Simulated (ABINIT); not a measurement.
## Ge in ABINIT: convergence with k mesh

The system is Ge.

```xyz
1
Lattice="-1.6084 1.6084 1.8732 1.6084 -1.6084 1.8732 1.6084 1.6084 -1.8732" Properties=species:S:1:pos:R:3 pbc="T T T"
Ge    0.0000    0.0000    1.8732
```

The cell was built by a generator and needn't be a form met in nature.

| Quantity | Value |
| --- | --- |
| Program | ABINIT 10.8.3 (patched build) |
| Task | single point |
| Functional | PBEsol |
| Potentials or basis | PseudoDojo NC SR PBEsol v0.4.1 standard |
| Cutoff | 1061 eV |
| k mesh | 2 × 2 × 2 |
| Occupations | gaussian, width 0.1 eV |
| Spin | no spin polarisation |

These are the settings of the first run; the series varies k mesh, with any setting tied to it.

Hardware: 1 thread of Arm Neoverse V2 (shared host).

The values tried are 2 × 2 × 2, 4 × 4 × 4, 5 × 5 × 5, 7 × 7 × 7, 9 × 9 × 9, 11 × 11 × 11, 13 × 13 × 13, 15 × 15 × 15, 18 × 18 × 18, loosest first. From which on does the pressure stay within 0.1 GPa of the tightest run that finished?

From 13 × 13 × 13 on.

| k mesh | energy less the tightest run, at zero smearing (meV/atom) | pressure (GPa) | SCF cycles | CPU time (s) | peak memory (GiB) |
| --- | --- | --- | --- | --- | --- |
| 2 × 2 × 2 | -2087.95 | -14.10 | 8 | 1.8 | 0.06 |
| 4 × 4 × 4 | 143.36 | -4.43 | 8 | 4.3 | 0.06 |
| 5 × 5 × 5 | 54.30 | -2.53 | 7 | 5.6 | 0.06 |
| 7 × 7 × 7 | -16.72 | -2.74 | 8 | 12 | 0.06 |
| 9 × 9 × 9 | 10.68 | -3.80 | 8 | 22 | 0.08 |
| 11 × 11 × 11 | 8.56 | -3.80 | 8 | 36 | 0.09 |
| 13 × 13 × 13 | -5.50 | -3.57 | 8 | 55 | 0.11 |
| 15 × 15 × 15 | -6.38 | -3.55 | 8 | 81 | 0.13 |
| 18 × 18 × 18 | 0.00 | -3.51 | 8 | 130 | 0.18 |

Not settled before the last step: the energy (to 1 meV/atom). Meshes of other sizes hit other points, so gaps and Fermi surfaces needn't settle smoothly. The tightest run that finished is the yardstick and may itself not be fully converged.
